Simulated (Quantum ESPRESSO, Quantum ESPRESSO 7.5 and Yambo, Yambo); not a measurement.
**GaAs (F-43m): G0W0 with and without spin-orbit coupling**

Is the spin-orbit change of the gap of GaAs (F-43m) the same in DFT and in GW?

Method: PBE and many-body steps on it, plane waves, in Quantum ESPRESSO 7.5 and Yambo 5.3.0.

**What was measured.**

- Gap 1.51 eV: band-edge emission energy from PL (direct gap at Gamma); photoluminescence, 633 nm excitation; 77 K; bulk crystal (MBE GaAs matrix around a thin InAs wetting layer on semi-insulating GaAs (100)) (“Photoluminescence of InAs/GaAs quantum dots under direct two-photon excitation”, 2020, pmc:7331710).

- Gap 1.42 eV: band-edge photoluminescence emission energy of the GaAs substrate; time-integrated photoluminescence; 300 K; bulk crystal ((001) GaAs substrate beneath GaBiAs epilayers) (“Investigation of the anisotropic electron g factor as a probe of the electronic structure of GaBixAs1-x/GaAs epilayers”, 2014, arxiv:1409.8467).

- Gap 1.418 ± 0.005 eV: direct gap E0 at Gamma from PR; modulated photoreflectance, low-field lineshape fit; 300 K; bulk crystal (semi-insulating GaAs(001) reference substrate) (“Evidence of valence band perturbations in GaAsN/GaAs(001): A combined variable-angle spectroscopic ellipsometry and modulated photoreflectance investigation”, 2008, arxiv:0805.2212).

- Gap 1.412 ± 0.01 eV: direct gap E0 at Gamma from ellipsometry; variable-angle spectroscopic ellipsometry, parametric critical-point fit; 300 K; bulk crystal (semi-insulating GaAs(001) reference substrate with native oxide) (“Evidence of valence band perturbations in GaAsN/GaAs(001): A combined variable-angle spectroscopic ellipsometry and modulated photoreflectance investigation”, 2008, arxiv:0805.2212).

## (1) Set-up

It takes space group F-43m (No. 216, cubic). Conventional cell: a = 5.654 Å, b = 5.654 Å, c = 5.654 Å, α = 90.00°, β = 90.00°, γ = 90.00°. Ga has 4 As at 2.45 Å nearest. As has 4 Ga at 2.45 Å nearest. Farther neighbours are not listed.

As a file:

```cif
data_structure
_symmetry_space_group_name_H-M 'P 1'
_symmetry_Int_Tables_number 1
_cell_length_a 3.9978
_cell_length_b 3.9978
_cell_length_c 3.9978
_cell_angle_alpha 60.000
_cell_angle_beta 60.000
_cell_angle_gamma 60.000
_cell_volume 45.18
loop_
_atom_site_label
_atom_site_type_symbol
_atom_site_fract_x
_atom_site_fract_y
_atom_site_fract_z
_atom_site_occupancy
Ga1 Ga 0.00000 0.00000 0.00000 1
As2 As 0.25000 0.25000 0.25000 1
```

The cell and positions come from the Crystallography Open Database and are kept as given unless a step says otherwise.

## (2) Empty states on the mesh, 4×4×4 mesh, 187 bands

This step: Quantum ESPRESSO 7.5; DFT, PBE, plane waves, norm-conserving pseudopotentials.

The sums over transitions need many empty states on a uniform mesh; this step solves for them.

Contents of pw.in:

```
&control
  calculation = 'nscf'
  prefix = 'x'
  outdir = 'o'
  pseudo_dir = 'pseudo'
/
&system
  ibrav = 0
  nat = 2
  ntyp = 2
  ecutwfc = 104.0
  nbnd = 187
  force_symmorphic = .true.
/
&electrons
  conv_thr = 1e-9
  electron_maxstep = 80
  diago_full_acc = .true.
  diago_thr_init = 5e-6
/
ATOMIC_SPECIES
  Ga 69.723 Ga.upf
  As 74.922 As.upf
CELL_PARAMETERS angstrom
  0.0000000000 2.8268500000 2.8268500000
  2.8268500000 0.0000000000 2.8268500000
  2.8268500000 2.8268500000 0.0000000000
ATOMIC_POSITIONS crystal
  Ga 0.0000000000 0.0000000000 0.0000000000
  As 0.2500000000 0.2500000000 0.2500000000
K_POINTS automatic
  4 4 4 0 0 0
```

Launch:

```sh
> OMP_NUM_THREADS=1 mpirun -n 4 pw.x -nk 4 -in pw.in > pw.out
```

Output:

```text
Program PWSCF v.7.5 starts

     This program is part of the open-source Quantum ESPRESSO suite
     for quantum simulation of materials; please cite
         "P. Giannozzi et al., J. Phys.:Condens. Matter 21 395502 (2009);
         "P. Giannozzi et al., J. Phys.:Condens. Matter 29 465901 (2017);
         "P. Giannozzi et al., J. Chem. Phys. 152 154105 (2020);
     in publications or presentations arising from this work. More details at

     Atomic positions and unit cell read from directory:
     o/x.save/

     Message from routine setup:
[...]
66.3909  66.3909  66.8454  68.4226  68.4226  68.6866  68.6866  68.7091
     [... 12 further rows ...]
   131.9094 131.9094 131.9458 132.9314 134.9070 134.9070 135.0505 135.0505
   137.0344 138.5541 140.1731

          k = 0.3536 0.0000 0.0000 (  5457 PWs)   bands (ev):

     [... further k-points ...]

     highest occupied, lowest unoccupied level (ev):     9.8275   10.3456

     XML data file, pseudopotentials, collected wavefunctions

=------------------------------------------------------------------------------=
   JOB DONE.
=------------------------------------------------------------------------------=
```

It took 20 s on 4 MPI ranks of Arm Neoverse V1, shared host; peak memory 0.56 GiB; 81 s of CPU time.

This step gave:

- gap: 0.5181 eV
- k of the valence top: 0, 0, 0
- k of the conduction bottom: 0, 0, 0
- least direct gap: 0.5181 eV
- k points computed: 8
- lowest point of the top converged band, above the valence top: 127.2009 eV

On this mesh the gap is 0.518 eV.

The density comes from a self-consistent run that is not shown.

## (3) Conversion and set-up

This step: Yambo 5.3.0; conversion and set-up on PBE, plane waves, norm-conserving pseudopotentials.

The states are converted to the many-body program's format and the q mesh is built.

Launch:

```sh
> (cd o/x.save; p2y > p2y.log; mv SAVE ../..); yambo > setup.log
```

Output:

```text
 Yambo, version 5.3.0

 [02] CORE Variables Setup
 =========================

  [02.01] Unit cells
  ==================

  Cell kind             :  FCC
  Atoms in the cell     :  Ga  As
  number of Ga atoms    :  1
  number of As atoms    :  1

  List of atomic masses
  Mass of Ga    :  69.72300
  Mass of As    :  74.92200

  List of atomic coordinates    : [cc]
  Ga1       :  0.000000  0.000000  0.000000  order 1
  As1       :  2.670986  2.670986  2.670986  order 2

  Alat factors          :  5.341972  5.341972  5.341972 [a.u.]
  Direct lattice volume :  304.8842 [a.u.]
[...]
==========================================

 IBZ Q-points                                      :   8
 BZ  Q-points                                      :   64

 K/Q-points units:
 rlu = crystal or reduced units; cc = cartesian coordinates; iku = interal k-units

 Q [1]          [rlu]:  0.000000  0.000000  0.000000
 Q [2]          [rlu]: -0.91587E-18 -0.91587E-18  0.25000
 Q [3]          [rlu]:  0.18317E-17  0.18317E-17 -0.50000
[...]
Q [7]          [rlu]:  0.52231E-17 -0.50000     -0.50000
 Q [8]          [rlu]:  0.250000 -0.500000 -0.250000

  [03.01] X indexes
  =================

   [03.01.01] Sigma indexes
   ========================

 [06] Game Over & Game summary
```

The job ended after 3.2 s (1 MPI rank; peak memory 0.26 GiB).

## (4) Scalar-relativistic

Now the one-shot GW correction: screening in the RPA, then the self-energy of the levels asked for.

This step: G0W0 on PBE, plane waves, norm-conserving pseudopotentials.

Contents of gw1.in:

```
HF_and_locXC
gw0
dyson
ppa
em1d
rim_cut
RandQpts= 1000000
RandGvec= 1 RL
EXXRLvcs= 104 Ry
VXCRLvcs= 416 Ry
Chimod= "HARTREE"
% BndsRnXp
 1 | 187 |
%
NGsBlkXp= 17 Ry
% LongDrXp
 1 | 1 | 1 |
%
% GbndRnge
 1 | 187 |
%
DysSolver= "n"
ExtendOut
PPAPntXp= 27.21138 eV
% QPkrange
 1 | 1 | 21 | 24 |
%
```

Launch:

```sh
> OMP_NUM_THREADS=1 mpirun -n 4 yambo -F gw1.in -J gw1 -C gw1 > gw1.log
```

Output:

```text
 Yambo, version 5.3.0

 [02] CORE Variables Setup
 =========================

  [... cell, symmetries and grids as in the set-up ...]

  [02.05] Energies & Occupations
  ==============================

  [X] === General ===
  [X] Electronic Temperature                        :  0.000000  0.000000 [eV K]
  [X] Bosonic    Temperature                        :  0.000000  0.000000 [eV K]
  [X] Finite Temperature mode                       : no
  [X] El. density                                   :  0.97390E+24 [cm-3]
  [X] Fermi Level                                   :  9.827511 [eV]

  [X] === Gaps and Widths ===
  [X] Conduction Band Min                           :  0.518057 [eV]
  [X] Valence Band Max                              :  0.000000 [eV]
  [X] Filled Bands                                  :  22
  [X] Empty Bands                                   :   23  187
  [X] Direct Gap                                    :  0.518057 [eV]
  [X] Direct Gap localized at k                     :  1
  [X] Indirect Gap                                  :  0.518057 [eV]
  [X] Indirect Gap between kpts                     :  1  1
  [X] Last valence band width                       :  3.339194 [eV]
  [X] 1st conduction band width                     :  4.106600 [eV]

 [03] Transferred momenta grid and indexing
 ==========================================

 IBZ Q-points                                      :   8
 BZ  Q-points                                      :   64

 K/Q-points units:
 rlu = crystal or reduced units; cc = cartesian coordinates; iku = interal k-units

 Q [1]          [rlu]:  0.000000  0.000000  0.000000
 Q [2]          [rlu]: -0.91587E-18 -0.91587E-18  0.25000
 Q [3]          [rlu]:  0.18317E-17  0.18317E-17 -0.50000
 Q [4]          [rlu]: -0.26116E-17  0.25000      0.25000
 Q [5]          [rlu]:  0.71282E-16  0.25000      0.50000
 Q [6]          [rlu]:  0.18317E-17  0.25000     -0.25000
 Q [7]          [rlu]:  0.52231E-17 -0.50000     -0.50000
 Q [8]          [rlu]:  0.250000 -0.500000 -0.250000

 [04] Coloumb potential Random Integration (RIM)
 ===============================================

  [04.01] RIM initialization
  ==========================

  * Diagonal components only detected *

  8 x (sBL volume)        :  0.101699 [a.u.]
  sBZ random points       :  1000000
  Points outside the sBZ  :   7987327
  RL volume               :  0.813588 [a.u.]
  Integrated volume       :  0.814879 [a.u.]

  [04.02] RIM integrals
  =====================

  Gamma point sphere radius             :  0.084669 [a.u.]
  Points outside the sphere             :   799513
  [Int_sBZ(q=0) 1/q^2]*(Vol_sBZ)^(-1/3) =:  7.764325
                                 should be <:  7.795600

  Summary of Coulomb integrals for non-metallic bands |Q|[au] RIM/Bare

  Q [1] 0.100000E-4 0.995988 * Q [2] 0.254653 1.066317
  Q [4] 0.294048 1.065091 * Q [6] 0.415847 1.027759
  Q [5] 0.487623 1.020584 * Q [3] 0.509306 1.018268
  Q [7] 0.588096 1.014689 * Q [8] 0.657511 1.011648

 [05] Dipoles
 ============

  [05.01] Setup: observables and procedures
  =========================================

 [06] Dynamic Dielectric Matrix (PPA)
 ====================================

 [WR./gw1//ndb.pp]---------------------------------------------------------------
  Brillouin Zone Q/K grids (IBZ/BZ)                :    8   64    8   64
  RL vectors                                       :   6567 [WF]
  Coulomb cutoff potential                         : none
  Electronic Temperature                           :  0.000000 [K]
  Bosonic    Temperature                           :  0.000000 [K]
  PPA    diel. fun.  energies                      : Perdew, Burke & Ernzerhof(X)+Perdew, Burke & Ernzerhof(C)
  wavefunctions                                    : Perdew, Burke & Ernzerhof(X)+Perdew, Burke & Ernzerhof(C)
  Global Gauge                                     : length
  X matrix size                                    :   387
  X band range                                     :    1  187
  X e/h energy range                               : -1.000000 -1.000000 [eV]
  X Time ordering                                  : R
  X Hxc Kernel                                     : HARTREE
  X Drude frequency                                :  0.000000  0.000000
  X poles                                          :  100.0000 [o/o]
  RL vectors in the sum                            :   6567
  [r,Vnl] included                                 : yes
  Field direction                                  :  0.577350E-5  0.577350E-5  0.577350E-5
  BZ energy Double Grid                            : no
  BZ energy DbGd points                            : 0
  BZ Q point size factor                           : -1.000000
  X Optical Averaged directions                    : none

 [07] Local Exchange-Correlation + Non-Local Fock
 ================================================

 [VXC] Plane waves :   43655
 [EXS] Plane waves :   5601

 QP @ state[ 1 ] K range:  1  1
 QP @ state[ 1 ] b range:  21  24

 [xc] Functional : Perdew, Burke & Ernzerhof(X)+Perdew, Burke & Ernzerhof(C)
 [xc] LIBXC used to calculate xc functional
  PP Number of Atomic Species                      :  2
  NLCC RL compoments                               :   43655
  PP Number of Atomic Species                      :  2
  NLCC RL compoments                               :   43655

 [xc] E_xc :  -45.46123 [Ha]
      E_xc :  -90.92245 [Ry]

  Local XC kind (lXC) : Perdew, Burke & Ernzerhof(X)+Perdew, Burke & Ernzerhof(C)
  Non-Local XC kind (nlXC) : Hartree-Fock

  Corrections @ K [1] :  [eV]
 <21|nlXC|21> = -15.93721  0.88095E-17 <21|lXC|21> = -14.36257  0.94408E-16
 <22|nlXC|22> = -15.93724  0.23231E-17 <22|lXC|22> = -14.36257 -0.18882E-15
 <23|nlXC|23> = -10.69830  0.10737E-16 <23|lXC|23> = -14.69845 -0.37763E-15
 <24|nlXC|24> = -7.088420 -0.42401E-18 <24|lXC|24> = -11.53165  0.94408E-16

 [08] Dyson equation: Newton solver
 ==================================

  [08.01] G0W0 (W PPA)
  ====================

  [  GW  ] Bands range     :    1  187
  [GW/PPA] G damping       :  0.100000 [eV]

  QP @ state[ 1 ] K range:  1  1
  QP @ state[ 1 ] b range:  21  24

   Sc/G bands                                       :    1  187
   Sc/G damping                                     :  0.100000 ev
   Sc bands terminator                              : no
   Sx RL components                                 :   5601

   QP @ state[ 1 ] K range                          :  1  1
   QP @ state[ 1 ] b range                          :  21  24
   GF energies kind                                 : Perdew, Burke & Ernzerhof(X)+Perdew, Burke & Ernzerhof(C)
   GF WF`s kind                                     : Perdew, Burke & Ernzerhof(X)+Perdew, Burke & Ernzerhof(C)
   Xs energies kind                                 : Perdew, Burke & Ernzerhof(X)+Perdew, Burke & Ernzerhof(C)
   Xs WF`s kind                                     : Perdew, Burke & Ernzerhof(X)+Perdew, Burke & Ernzerhof(C)

 [11] Game Over & Game summary
```

Elapsed: 6.3 min, on 4 MPI ranks; peak memory 2.2 GiB; 25 min of CPU time.

This step gave:

```yaml
g0w0_gap_on_the_points_computed: 1.147 eV
starting_gap_on_the_mesh: 0.5181 eV
k_of_the_valence_top: 0, 0, 0
k_of_the_conduction_bottom: 0, 0, 0
least_direct_g0w0_gap_on_the_computed_points: 1.147 eV
z_at_the_valence_top: 0.7950
z_at_the_conduction_bottom: 0.7982
```

The gap on the mesh goes from 0.52 eV to 1.15 eV, a correction of +0.63 eV.

## (5) Empty states on the mesh, 4×4×4 mesh, 374 bands

This step: Quantum ESPRESSO 7.5; DFT, PBE with spin-orbit coupling, plane waves, norm-conserving pseudopotentials.

pw.in: that of step 2 with these lines changed.

```diff
@@ -11,4 +11,6 @@
   ecutwfc = 104.0
-  nbnd = 187
+  nbnd = 374
   force_symmorphic = .true.
+  noncolin = .true.
+  lspinorb = .true.
 /
```

Launch:

```sh
> OMP_NUM_THREADS=1 mpirun -n 4 pw.x -nk 4 -in pw.in > pw.out
```

Output:

```text
[banner, memory and clock lines left out]
Program PWSCF v.7.5 starts

     Atomic positions and unit cell read from directory:
     o/x.save/

     Message from routine setup:
     using ibrav=0 with symmetry is DISCOURAGED, use correct ibrav instead

     G-vector sticks info

     bravais-lattice index     =            0
     lattice parameter (alat)  =       7.5547  a.u.
     unit-cell volume          =     304.8842 (a.u.)^3
     number of atoms/cell      =            2
     number of atomic types    =            2
     number of electrons       =        44.00
[...]
k =-0.3536-0.3536 0.3536 (  5444 PWs)   bands (ev):

  -174.8558-174.8558-133.7972-133.7972-121.6513-121.6513-116.6297-116.6297
  -116.6297-116.6297 -86.9819 -86.9819 -83.3560 -83.3560 -83.3560 -83.3560
[...]
32.7543  32.7543  32.7713  32.7713  35.9937  35.9937  36.5802  36.5802
     [... 35 further rows ...]
   134.8857 134.8857 134.9329 134.9329 135.0318 135.0318 135.0764 135.0764
   137.0379 137.0379 138.5575 138.5575 140.1756 140.1756

          k = 0.3536 0.0000 0.0000 (  5457 PWs)   bands (ev):

     [... further k-points ...]

     highest occupied, lowest unoccupied level (ev):     9.9419   10.3538

     XML data file, pseudopotentials, collected wavefunctions
```

It took 2 min on 4 MPI ranks; peak memory 1.6 GiB.

This step gave:

```yaml
gap: 0.4119 eV
k_of_the_valence_top: 0, 0, 0
k_of_the_conduction_bottom: 0, 0, 0
least_direct_gap: 0.4119 eV
k_points_computed: 8
lowest_point_of_the_top_converged_band_above_the_valence_top: 127.0899 eV
```

On this mesh the gap is 0.412 eV.

The density comes from a self-consistent run that is not shown, made with spin-orbit coupling and fully relativistic files.

## (6) Conversion and set-up

This step: Yambo 5.3.0; conversion and set-up on PBE with spin-orbit coupling, plane waves, norm-conserving pseudopotentials.

Launch:

```sh
> (cd o/x.save; p2y > p2y.log; mv SAVE ../..); yambo > setup.log
```

Output:

```text
 Yambo, version 5.3.0

 [02] CORE Variables Setup
 =========================

  [02.01] Unit cells
  ==================

  Cell kind             :  FCC
  Atoms in the cell     :  Ga  As
  number of Ga atoms    :  1
  number of As atoms    :  1

  List of atomic masses
  Mass of Ga    :  69.72300
  Mass of As    :  74.92200

  List of atomic coordinates    : [cc]
  Ga1       :  0.000000  0.000000  0.000000  order 1
  As1       :  2.670986  2.670986  2.670986  order 2

  Alat factors          :  5.341972  5.341972  5.341972 [a.u.]
  Direct lattice volume :  304.8842 [a.u.]
[...]
==========================================

 IBZ Q-points                                      :   8
 BZ  Q-points                                      :   64

 K/Q-points units:
 rlu = crystal or reduced units; cc = cartesian coordinates; iku = interal k-units

 Q [1]          [rlu]:  0.000000  0.000000  0.000000
 Q [2]          [rlu]: -0.91587E-18 -0.91587E-18  0.25000
 Q [3]          [rlu]:  0.18317E-17  0.18317E-17 -0.50000
[...]
Q [7]          [rlu]:  0.52231E-17 -0.50000     -0.50000
 Q [8]          [rlu]:  0.250000 -0.500000 -0.250000

  [03.01] X indexes
  =================

   [03.01.01] Sigma indexes
   ========================

 [06] Game Over & Game summary
```

The job ended after 4.2 s (1 MPI rank; peak memory 0.26 GiB).

(Continued in part 2 of 2.)

[Paths, hosts, dates, memory and timing lines, banners, echoed tables and standing remarks are left out of the program output.]

[Logs are printed without paths, hosts, clocks, repeated set-up lines and the standing remarks that a program may print on its own settings, such as how far it seeks lower states.]

[Runs of the session that timed out or met a known fault of the program may be left out.]

[Hosts, paths, dates, database ids (printed as entryN), source tags and the programs' standing remarks are cut or masked in the printed files.]
